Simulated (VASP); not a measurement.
# C (Fd-3m) in VASP: notebook, part 3 of 3

VASP 6.6.1.

## (5) Single point, LDA (grid = ENCUT=520 dk=0.45 cell=3x3x2 ISMEAR=0 SIGMA=0.05 LREAL=Auto EDIFF=1e-06)

INCAR reads:

```
SYSTEM = C
PREC     = Accurate       ! precision mode
ENCUT    = 520            ! plane-wave cutoff, eV
EDIFF    = 1E-6           ! SCF threshold, eV
ISMEAR   = 0              ! smearing method
SIGMA    = 0.05           ! smearing width, eV
LREAL    = Auto         
LASPH    = .True.         ! aspherical terms in the spheres
NELM     = 120            ! most SCF steps
ALGO     = Fast           ! electronic algorithm
ISIF     = 2              ! what is computed and relaxed
LWAVE    = .False.        ! write WAVECAR
LCHARG   = .False.        ! write CHGCAR
NBANDS   = 83             ! bands
NCORE    = 1            
KPAR     = 2
```

KPOINTS reads:

```
regular mesh
0
Gamma
  3 3 4
  0 0 0
```

POSCAR reads:

```
C
1.0
    0.0000000000      5.3501100000      5.3501100000
    5.3501100000      0.0000000000      5.3501100000
    3.5667400000      3.5667400000      0.0000000000
C
36
Direct
    0.2500000000      0.2500000000      0.3750000000
    0.2500000000      0.2500000000      0.8750000000
    0.2500000000      0.5833333333      0.3750000000
    0.2500000000      0.5833333333      0.8750000000
    0.2500000000      0.9166666667      0.3750000000
    0.2500000000      0.9166666667      0.8750000000
    0.5833333333      0.2500000000      0.3750000000
    0.5833333333      0.2500000000      0.8750000000
    0.5833333333      0.5833333333      0.3750000000
    0.5833333333      0.5833333333      0.8750000000
    0.5833333333      0.9166666667      0.3750000000
    0.5833333333      0.9166666667      0.8750000000
    0.9166666667      0.2500000000      0.3750000000
    0.9166666667      0.2500000000      0.8750000000
    0.9166666667      0.5833333333      0.3750000000
    0.9166666667      0.5833333333      0.8750000000
    0.9166666667      0.9166666667      0.3750000000
    0.9166666667      0.9166666667      0.8750000000
    0.1666666667      0.1666666667      0.2500000000
    0.1666666667      0.1666666667      0.7500000000
    0.1666666667      0.5000000000      0.2500000000
    0.1666666667      0.5000000000      0.7500000000
    0.1666666667      0.8333333333      0.2500000000
    0.1666666667      0.8333333333      0.7500000000
    0.5000000000      0.1666666667      0.2500000000
    0.5000000000      0.1666666667      0.7500000000
    0.5000000000      0.5000000000      0.2500000000
    0.5000000000      0.5000000000      0.7500000000
    0.5000000000      0.8333333333      0.2500000000
    0.5000000000      0.8333333333      0.7500000000
    0.8333333333      0.1666666667      0.2500000000
    0.8333333333      0.1666666667      0.7500000000
    0.8333333333      0.5000000000      0.2500000000
    0.8333333333      0.5000000000      0.7500000000
    0.8333333333      0.8333333333      0.2500000000
    0.8333333333      0.8333333333      0.7500000000
```

Potentials or basis: VASP PAW LDA potentials, release 64 (C).

On the command line:

```console
cat potpaw_LDA.64/C/POTCAR > POTCAR
mpirun -np 4 vasp_std > vasp.out
```

OUTCAR:

```text
SYSTEM = C
   PREC = Accurate
   ENCUT = 520
   EDIFF = 1E-6
   ISMEAR = 0
   LREAL = Auto
   LASPH = .True.
   NELM = 120
   ISIF = 2

 Found     14 irreducible k-points:

 Following reciprocal coordinates:
            Coordinates               Weight
  0.000000  0.000000  0.000000      1.000000
  0.333333  0.000000  0.000000      4.000000
  0.333333  0.333333  0.000000      2.000000
 -0.333333  0.333333  0.000000      2.000000
  0.000000  0.000000  0.250000      2.000000
  0.333333  0.000000  0.250000      4.000000
   k-points           NKPTS =     14   k-points in BZ     NKDIM =     14   number of bands    NBANDS=     84
   number of dos      NEDOS =    301   number of ions     NIONS =     36
   total plane-waves  NPLWV = 125440
   dimension x,y,z NGX =    56 NGY =   56 NGZ =   40
   dimension x,y,z NGXF=   112 NGYF=  112 NGZF=   80
   ions per type =              36
   NGX,Y,Z   is equivalent  to a cutoff of  12.30, 12.30, 13.18 a.u.
   NGXF,Y,Z  is equivalent  to a cutoff of  24.61, 24.61, 26.37 a.u.
 SYSTEM =  C
   PREC   = accura    normal or accurate (medium, high low for compatibility)
   ISTART =      0    job   : 0-new  1-cont  2-samecut
   ICHARG =      2    charge: 1-file 2-atom 10-const
   ISPIN  =      1    spin polarized calculation?
   LNONCOLLINEAR =      F non collinear calculations
   LSORBIT =      F    spin-orbit coupling
   LASPH  =      T    aspherical Exc in radial PAW
   ENCUT  =  520.0 eV  38.22 Ry    6.18 a.u.  14.07 14.07  9.38*2*pi/ulx,y,z
   NELM   =    120;   NELMIN=  2; NELMDL= -5     # of ELM steps
   EDIFF  = 0.1E-05   stopping-criterion for ELM
   LREAL  =      T    real-space projection
   EDIFFG = 0.1E-04   stopping-criterion for IOM
   NSW    =      0    number of steps for IOM
   IBRION =     -1    ionic relax: 0-MD 1-quasi-New 2-CG
   NFREE  =      0    steps in history (QN), initial steepest desc. (CG)
   ISIF   =      2    stress and relaxation
   ISYM   =      2    0-nonsym 1-usesym 2-fastsym
   POTIM  = 0.5000    time-step for ionic-motion
   TEBEG  =    0.0;   TEEND  =   0.0 temperature during run
   PSTRESS=    0.0 pullay stress
   NELECT =     144.0000    total number of electrons
   NUPDOWN=      -1.0000    fix difference up-down
   EMIN   =  10.00;   EMAX   =-10.00  energy-range for DOS
   EFERMI =   0.00;   METHOD = LEGACY
   ISMEAR =     0;   SIGMA  =   0.05  broadening in eV -4-tet -1-fermi 0-gaus
   EFERMI_NEDOS =   21; number of points for ismear=-14 and -15
   IALGO  =     68    algorithm
   IMIX   =      4    mixing-type and parameters
     AMIX     =   0.40;   BMIX     =  1.00
     AMIX_MAG =   1.60;   BMIX_MAG =  1.00
  volume/ion in A,a.u.               =       5.67        38.28
  Fermi-wavevector in a.u.,A,eV,Ry     =   1.457203  2.753714 28.891161  2.123440
  Thomas-Fermi vector in A             =   2.574032
   LORBIT       =      0    0 simple, 1 ext, 2 COOP (PROOUT), +10 PAW based schemes
   GGA     = CA    functional components
   LHFCALC =     F    Hartree Fock is set to
   AEXX    =    0.0000 exact exchange contribution
   IVDW    =     0    specifies the selected vdW correction
   LEPSILON=     F    determine dielectric tensor
   LRPA    =     F    only Hartree local field effects (RPA)
 non-spin polarized calculation
 RMM-DIIS sequential band-by-band and
 Gauss-broadening in eV      SIGMA  =   0.05
  energy-cutoff  :      520.00
  volume of cell :      204.19
 maximum number of plane-waves:      5516
   NGX = 29   NGY = 29   NGZ = 19

 number of electron     143.9999997 magnetization

 Free energy of the ion-electron system (eV)
  ---------------------------------------------------
  ext. energy  EPLUGINS =         0.00000000
  ---------------------------------------------------
  free energy    TOTEN  =      -364.24087832 eV

  energy without entropy =     -364.24087832  energy(sigma->0) =     -364.24087832

 E-fermi :   9.9487     XC(G=0): -13.4996

 val. band max:        9.7239977055   @ k =   0.0000   0.0000   0.0000
 cond. band min:      13.8465361581   @ k =   0.0000   0.0000   0.0000
 fundamental gap:      4.1225384526
 Fermi energy:         9.9487253581

 k-point     1 :       0.0000    0.0000    0.0000
  band No.  band energies     occupation
      1     -11.5949      2.00000
      2      -8.5763      2.00000
      3      -8.5763      2.00000
      4      -8.5763      2.00000
      5      -8.5763      2.00000
      6      -7.5759      2.00000
[... 76 lines left out ...]
     83      16.0086      0.00000
     84      17.8581      0.00000

 k-point     2 :       0.3333    0.0000    0.0000
  band No.  band energies     occupation
      1     -11.2534      2.00000
      2     -10.2368      2.00000
      3      -8.9015      2.00000
      4      -8.5656      2.00000
      5      -7.6081      2.00000
      6      -6.8802      2.00000
[... 76 lines left out ...]
     83      16.5139      0.00000
     84      17.1270      0.00000

 k-point     3 :       0.3333    0.3333    0.0000
  band No.  band energies     occupation
      1     -11.1397      2.00000
      2      -9.7862      2.00000
      3      -9.4547      2.00000
      4      -9.4547      2.00000
      5      -7.0972      2.00000
      6      -6.8853      2.00000
[... 76 lines left out ...]
     83      16.9128      0.00000
     84      17.1828      0.00000

 k-point     4 :      -0.3333    0.3333    0.0000
  band No.  band energies     occupation
      1     -10.6870      2.00000
      2     -10.3486      2.00000
      3     -10.3486      2.00000
      4      -8.0289      2.00000
      5      -6.7431      2.00000
      6      -6.7431      2.00000
[... 76 lines left out ...]
     83      16.0971      0.00000
     84      16.1679      0.00000

 k-point     5 :       0.0000    0.0000    0.2500
  band No.  band energies     occupation
      1     -11.1629      2.00000
      2      -8.8957      2.00000
      3      -8.8957      2.00000
      4      -8.6437      2.00000
      5      -8.2867      2.00000
      6      -7.8071      2.00000
[... 76 lines left out ...]
     83      16.3644      0.00000
     84      16.4439      0.00000

 k-point     6 :       0.3333    0.0000    0.2500
  band No.  band energies     occupation
      1     -11.0776      2.00000
      2      -9.4772      2.00000
      3      -9.3108      2.00000
      4      -8.5258      2.00000
      5      -7.9467      2.00000
      6      -7.2571      2.00000
[... 76 lines left out ...]
     83      17.2253      0.00000
     84      17.2759      0.00000

 [... further k-points ...]

------------------------ aborting loop because EDIFF is reached ----------------------------------------

  FORCE on cell =-STRESS in cart. coord.  units (eV):
  Direction    XX          YY          ZZ          XY          YZ          ZX
  --------------------------------------------------------------------------------------
  -------------------------------------------------------------------------------------
  Total      -14.8780107    -14.8780107    -14.9024404     -0.0137189      0.0488792      0.0488792
  in kB     -116.7423892   -116.7423892   -116.9340807     -0.1076470      0.3835377      0.3835376
  external PRESSURE =    -116.8062864 kB  Pullay stress =       0.0000000 kB

 VOLUME and BASIS-vectors are now :
 -----------------------------------------------------------------------------
  energy-cutoff  :      520.00
  volume of cell :      204.19
      direct lattice vectors                 reciprocal lattice vectors
     0.000000000  5.350110000  5.350110000    -0.093456022  0.093456022  0.093456022
     5.350110000  0.000000000  5.350110000     0.093456022 -0.093456022  0.093456022
     3.566740000  3.566740000  0.000000000     0.140184034  0.140184034 -0.140184034

 POSITION                                       TOTAL-FORCE (eV/Angst)
 -----------------------------------------------------------------------------------
      2.67505      2.67505      2.67505         0.000430      0.000430     -0.000365
      4.45843      4.45843      2.67505         0.000430      0.000430     -0.000365
      4.45842      2.67505      4.45842         0.000430      0.000430     -0.000365
      6.24179      4.45843      4.45842         0.000430      0.000430     -0.000365
      6.24180      2.67505      6.24180         0.000430      0.000430     -0.000365
      8.02517      4.45843      6.24180         0.000430      0.000430     -0.000365
[... 28 lines left out ...]
      5.35011      5.35011      8.91685        -0.000430     -0.000430      0.000365
      7.13348      7.13348      8.91685        -0.000430     -0.000430      0.000365
 -----------------------------------------------------------------------------------
    total drift:                                0.000002      0.000002      0.000003

  FREE ENERGIE OF THE ION-ELECTRON SYSTEM (eV)
  ---------------------------------------------------
  free  energy   TOTEN  =      -364.2408783197 eV

  energy  without entropy=     -364.2408783197  energy(sigma->0) =     -364.24087832
```

Run time: 3.9 min. Hardware: 4 MPI ranks of Intel Xeon Platinum 8375C at 2.90GHz (Ice Lake), shared host; peak memory 0.25 GiB.

The run converged, but some of its settings lie outside the range that counts as converged, so its numbers aren't taken as properties of the crystal.

Results:

| Item | Value |
| --- | --- |
| Free energy | -364.2409 eV |
| Pressure | -11.7 GPa |
| Band gap on the k mesh | 4.12 eV |

Caveat: an odd mesh through Γ misses points on the zone boundary, where band edges often lie.
